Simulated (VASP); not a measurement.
Wanted: the native input for a VASP 6.6.1 run.

* Task: band structure
* Functional: PBE0
* Potentials or basis: VASP PAW PBE potentials, release 64 (Pb_d, Se)
* Cutoff: 520 eV
* k mesh: 6 × 6 × 6
* Occupations: gaussian, width 0.03 eV
* Spin: no spin polarisation
* Grid for exact exchange (PRECFOCK): Fast
* Exchange at q = 0: truncated
* Further INCAR settings: ALGO = Normal; EDIFF = 1e-06

The system is PbSe (Clausthalite).

```xyz
2
Lattice="0.0000 3.0520 3.0520 3.0520 0.0000 3.0520 3.0520 3.0520 0.0000" Properties=species:S:1:pos:R:3 pbc="T T T"
Pb    0.0000    0.0000    0.0000
Se    3.0520    3.0520    3.0520
```

The input as run:

POSCAR

```
PbSe                                    
1.0
    0.0000000000      3.0519897383      3.0519897383
    3.0519897383      0.0000000000      3.0519897383
    3.0519897383      3.0519897383      0.0000000000
  Pb              Se            
     1     1
Direct
     0.0000000000000000    0.0000000000000000    0.0000000000000000
     0.5000000000000000    0.5000000000000000    0.5000000000000000
```

INCAR.step1

```
SYSTEM = PbSe
PREC = Accurate
ENCUT = 520
EDIFF = 1E-5
ISMEAR = 0
SIGMA = 0.03
LREAL = .False.
LASPH = .True.
NELM = 80
ALGO = Normal
ISIF = 2
LWAVE = .True.
LCHARG = .False.
KPAR = 4
GGA = PE
```

INCAR.step2

```
SYSTEM = PbSe
PREC = Accurate
ENCUT = 520
EDIFF = 1E-6
ISMEAR = 0
SIGMA = 0.03
LREAL = .False.
LASPH = .True.
NELM = 80
ALGO = Normal
ISIF = 2
LWAVE = .False.
LCHARG = .False.
GGA = PE
LHFCALC = .True.
AEXX = 0.25
PRECFOCK = Fast
HFRCUT = -1
KPAR = 4
ISTART = 1
```

KPOINTS

```
Automatic mesh
0
Gamma
  6 6 6
  0 0 0
```

KPOINTS_OPT

```
explicit points
6
Reciprocal
 0.0000000000  0.0000000000  0.0000000000 1
 0.3750000000  0.3750000000  0.7500000000 1
 0.5000000000  0.5000000000  0.5000000000 1
 0.6250000000  0.2500000000  0.6250000000 1
 0.5000000000  0.2500000000  0.7500000000 1
 0.5000000000  0.0000000000  0.5000000000 1
```

Potentials or basis: VASP PAW PBE potentials, release 64 (Pb_d, Se).

Command:

```bash
$ cat potpaw_PBE.64/Pb_d/POTCAR potpaw_PBE.64/Se/POTCAR > POTCAR
$ cp INCAR.step1 INCAR
$ mpirun -np 4 vasp_std > vasp.out
$ cp INCAR.step2 INCAR
$ mpirun -np 4 vasp_std > vasp.out
```

Results of the run:

| Property | Result |
| --- | --- |
| Pressure | 1.7 GPa |
| Band gap on the k mesh | 1.21 eV, direct |
| Band gap along the path | 1.21 eV, direct |

Caveat: the PAW data sets were made with another functional, which shifts forces and pressure a little; spin-orbit coupling is left out, which as a rule narrows the gap of such compounds by several tenths of an eV.

Wall time 6.5 min on 4 MPI ranks on AMD EPYC 9R45 96-Core Processor (Zen 5) (shared host), peak memory 0.21 GiB a rank.
